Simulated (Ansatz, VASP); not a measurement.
**Cross-check of InB2 between VASP and Ansatz**

Aim: how closely do two programs agree when they are given the same cell, functional and k mesh? The cell is generated by rule, not measured, and may not be a known phase. The cell is taken from a series of runs on this material, whose earlier steps may have relaxed, scaled, displaced or heated it; both programs get it as it stands.

Method: plane waves, with VASP 6.6.1 beside it; zone-centre phonons at PBEsol, in Ansatz 0.2.0.

The structure was built from a prototype and need not be the compound's stable phase.

### Step 1. Set-up

The structure is cubic, space group F-43m (No. 216). The conventional cell has a = 6.785 Å, b = 6.785 Å, c = 6.785 Å, α = 90.00°, β = 90.00°, γ = 90.00°. Nearest to In lie 12 B at 2.90 Å and 4 In at 2.94 Å. Nearest to In lie 12 B at 2.77 Å and 4 In at 2.94 Å. Nearest to B lie 3 B at 1.78 Å and 6 In at 2.77 to 2.90 Å. Farther neighbours are not listed.

### Step 2. Ansatz: zone-centre phonons, PBEsol

Ansatz runs on norm-conserving files, of PseudoDojo where its log says so.

Second derivatives magnify differences that forces hide, and they need a tight electronic threshold.

The input, input.yaml:

```yaml
crystal:
  lattice:
    - [0.0, 3.3923986975, 3.3923986975]
    - [3.3923986975, 0.0, 3.3923986975]
    - [3.3923986975, 3.3923986975, 0.0]
  atoms:
    - { symbol: In, position: [0.25, 0.25, 0.25] }
    - { symbol: In, position: [0.5, 0.5, 0.5] }
    - { symbol: B, position: [0.4713718234, 0.8428760589, 0.8428760589] }
    - { symbol: B, position: [0.8428760589, 0.8428760589, 0.8428760589] }
    - { symbol: B, position: [0.8428760589, 0.8428760589, 0.4713718234] }
    - { symbol: B, position: [0.8428760589, 0.4713718234, 0.8428760589] }
kpoints:
  mp_grid: { grid: [10, 10, 10] }
hamiltonian:
  xc: pbesol
  pseudopotentials: { kind: nc }
scf:
  occupations: { method: methfessel_paxton, width: 0.2 }
output:
  eigenvalues: true
phonons:
  method: dfpt
```

On the command line:

```sh
$ ansatz run input.yaml --threads 8 --pin off --max-ram 14336MiB --backend cpu --events-out ev --progress --plain --runs-dir out
```

Numbers of over 12 decimals in the logs are rounded to 6 here.

Output:

```text
Engine: ansatz 0.2.0, x86_64-unknown-linux-gnu
Pseudopotentials: kind: nc
Pseudopotential: In, nc, valence charge 13, recommended cutoff 952.398519 eV (normal), In.nc.azcp (PseudoDojo's, or run here from an input of PseudoDojo's: the run reads no file of this project's for it)
Pseudopotential: B, nc, valence charge 3, recommended cutoff 1034.032677 eV (normal), B.nc.azcp (PseudoDojo's, or run here from an input of PseudoDojo's: the run reads no file of this project's for it)
Functional definition: PBEsol
  exchange = pbesol_x
  correlation = pbesol_c
Crystal: 6 atoms, lattice volume = 78.082 Å³
Basis set: ecut = 1034.032677 eV, 5961 PW (Γ), exchange–correlation on 108×108×108 points (8 copies of the dense FFT grid, shifted against one another)
Bands: 25, of which v1, the nominal top of the filled ones, is band 19 counted from 1 (18 counted from 0)
Symmetry: 24 space group operations
k-points: 282 of 1000 (irreducible under 2 space group operations, time reversal used)
Non-local potential: In, projectors of the file, l = 0: 2, l = 1: 2, l = 2: 2
Non-local potential: B, projectors of the file, l = 0: 2, l = 1: 2
Initial density: superposition of atomic densities (chi_scale 0.1, normalization cell, long waves kept (reshape's long-wave potential 0.00 eV rms))
Initial wavefunctions: pseudopotential atomic-orbital guess
Functional: x = pbesol(κ = 0.804, μ = 0.123457), c = pbesol(β = 0.046)
SCF iter   1: F=—  HF=-3921.043332 eV  |F-HF|=—  |Δ(HF+E_count)|=         —  Δρ=5.68e-2  dr2=7.44e0  ethr=3.10e-3  ⟨swp⟩=5.9  Hψ=35878  notcnv=0
preconditioner: auto → Kerker (q_TF=auto, 2.420 Å⁻¹)  [metal: Δε(μ)=0.050 eV  Ē_g=12.035 eV  σ=0.200 eV  W_gap=0.21  n_scr=14 (ndim 8)  ℏωp=25.9 eV  f_vac=0.000  D(μ)=2.10/eV (n_scr^D=14)]
SCF iter   2: F=—  HF=-3919.445295 eV  |F-HF|=—  |Δ(HF+E_count)|=    1.60e0  S|Δr|=    0.00e0  Δρ=2.98e-2  dr2=2.01e0  ethr=3.10e-3  ⟨swp⟩=3.0  Hψ=13349  notcnv=0  defer=88
SCF iter   3: F=—  HF=-3918.859069 eV  |F-HF|=—  |Δ(HF+E_count)|=   5.86e-1  S|Δr|=    0.00e0  Δρ=3.81e-3  dr2=7.03e-3  ethr=3.10e-3  ⟨swp⟩=3.2  Hψ=12105  notcnv=0  defer=88
SCF iter   4: F=—  HF=-3918.858005 eV  |F-HF|=—  |Δ(HF+E_count)|=   1.06e-3  S|Δr|=    0.00e0  Δρ=7.92e-4  dr2=3.48e-4  ethr=1.85e-5  ⟨swp⟩=2.7  Hψ=13656  notcnv=0  defer=81
SCF iter   5: F=—  HF=-3918.857943 eV  |F-HF|=—  |Δ(HF+E_count)|=   6.28e-5  S|Δr|=    0.00e0  Δρ=1.77e-4  dr2=1.51e-5  ethr=9.15e-7  ⟨swp⟩=2.8  Hψ=13300  notcnv=0  defer=81
SCF iter   6: F=—  HF=-3918.857941 eV  |F-HF|=—  |Δ(HF+E_count)|=   1.43e-6  S|Δr|=    0.00e0  Δρ=5.06e-5  dr2=1.59e-6  ethr=3.97e-8  ⟨swp⟩=3.5  Hψ=16842  notcnv=0  defer=81
SCF iter   7: F=—  HF=-3918.857884 eV  |F-HF|=—  |Δ(HF+E_count)|=   5.70e-5  S|Δr|=    0.00e0  Δρ=9.55e-6  dr2=1.14e-7  ethr=4.18e-9  ⟨swp⟩=2.4  Hψ=13289  notcnv=0  defer=81
SCF iter   8: F=—  HF=-3918.857884 eV  |F-HF|=—  |Δ(HF+E_count)|=   1.04e-8  S|Δr|=    0.00e0  Δρ=2.39e-6  dr2=3.64e-9  ethr=3.01e-10  ⟨swp⟩=3.2  Hψ=13538  notcnv=0  defer=81
SCF iter   9: F=—  HF=-3918.857884 eV  |F-HF|=—  |Δ(HF+E_count)|=  1.86e-10  S|Δr|=    0.00e0  Δρ=2.45e-7  dr2=2.74e-11  ethr=9.57e-12  ⟨swp⟩=3.5  Hψ=16319  notcnv=0  defer=81
SCF iter  10: F=-3918.857884 eV  HF=-3918.857884 eV  |F-HF|=1.82e-12  |Δ(HF+E_count)|=  1.32e-11  S|Δr|=    0.00e0  Δρ=5.15e-8  dr2=1.12e-12  ethr=1.00e-12  ⟨swp⟩=16.7  Hψ=58103  notcnv=0
SCF 1 converged in 10 iterations: F = -3918.857884 eV  dr2 = 1.12e-12
DFPT response loops at Γ: preconditioner auto → Kerker (q_TF=auto, 2.420 Å⁻¹) (partly filled bands, converged f_vac=0.000); β = 1.00, the filter's whole step (`scf.mixing.beta` (0.50) is not read by the response loops under this deck's `scf.mixing.preconditioner`; to damp them name `kerker` or `kerker_dos`, under which they read `scf.mixing.beta`, and type it under 1.00, their step now; both keys bind the ground state too); Broyden in place of MSR1
SCF converged after 10 iterations
Stability not checked: this state was not tested for a lower state beside it, because cold or Methfessel-Paxton smearing, or corrected tetrahedra, fill the levels in a way that the test cannot read (fill_not_monotonic; see scf.lower_state_search)
Free energy (F): -3918.857884 eV
Harris-Foulkes:  -3918.857884 eV  (|F-HF|=1.82e-12)
Internal energy: -3918.861069 eV  (E = F + TS)
E sigma→0 (E₀):  -3918.858680 eV
Entropy (-TS):   0.003185 eV (0.531 meV/atom)
Fermi energy:    10.760531 eV
Step filling:    the computed levels leave a gap of 0.0000 eV = 0.0 smearing widths at the electron count; against every level under it full and every level over it empty, smearing changes F+E_penalty+E_count by -1.460 meV and its σ→0 estimate by -2.256 meV
--- Per-component energies (eV) ---
  E_band       = 19.920980
  E_kinetic    = 2481.119646
  E_local      = -2531.395147  (includes V_loc(G=0)·N_el)
  E_nonlocal   = -792.767294
  E_hartree    = 820.918261
  E_xc         = -1207.091856
  E_vxc        = -778.872753  (∫ρ·V_xc dr)
  E_ewald      = -2689.644678
  E_smearing   = 0.003185  (= −TS)
  E_closure    = 0.000000  (closes the sum)
  Σ components = -3918.857884   (vs F -3918.857884, Δ=0.00e0)
--- Band table (eV; the first three rows and the last of 282) ---
  k-point 0: bands = [... 15 lower, 8.9728, 8.9728, 8.9728, 10.0509, 10.1451, 10.1451, 12.1624, 12.2857, ... 2 higher]
  k-point 1: bands = [... 15 lower, 8.6905, 9.0598, 9.0598, 9.8483, 9.8483, 10.5045, 11.2850, 12.7834, ... 2 higher]
  k-point 2: bands = [... 15 lower, 8.6325, 8.8588, 8.8588, 9.8521, 9.8521, 10.1506, 11.8151, 13.7756, ... 2 higher]
  k-point 281: bands = [... 15 lower, 7.8481, 7.8481, 9.1173, 10.7109, 11.3484, 11.5785, 11.5785, 13.9388, ... 2 higher]
--- Phonons (Γ-DFPT): 3 representative perturbations + reference, on 282 of 1000 k-points (Σ response iterations 10) ---
  k mesh reduced under 2 symmetry operations, with k and −k counted as one. Each operation leaves every solved perturbation unchanged. A smaller set is not used because it would not reduce the number of displacements times k-points to solve
  ASR residual: 6.155e-5 → 0.000e0 eV/Å²; symmetrization residual: 1.550e-5 eV/Å²
  ASR residual per site (eV/Å²): 6.74e-6 6.16e-5 2.76e-6 2.76e-6 2.76e-6 2.76e-6
  Γ frequencies (cm⁻¹): -292.23 -292.23 -292.23 -100.35 -100.35 -100.35 0.00 0.00 0.00 125.49 125.49 125.49 237.30 237.30 410.70 410.70 410.70 793.44
  non-analytic LO–TO correction: not included (Born effective charges unavailable; polar crystals: no LO–TO splitting at Γ)
```

In the SCF lines HF is the Harris–Foulkes energy and dr2 the Hartree energy of the density residual, in eV; the loop may stop once dr2 is under the threshold and the program's other checks hold. Hψ counts applications of the Hamiltonian.

[end of part 1 of 3]

[Lines on the potential files, build, host, timing and source positions are cut from VASP's logs without a mark.]

[Logs are printed without paths, hosts, clocks, repeated set-up lines and the standing remarks that a program may print on its own settings, such as how far it seeks lower states.]

[Hosts, paths, dates, database ids (printed as entryN), source tags and the programs' standing remarks are cut or masked in the printed files.]
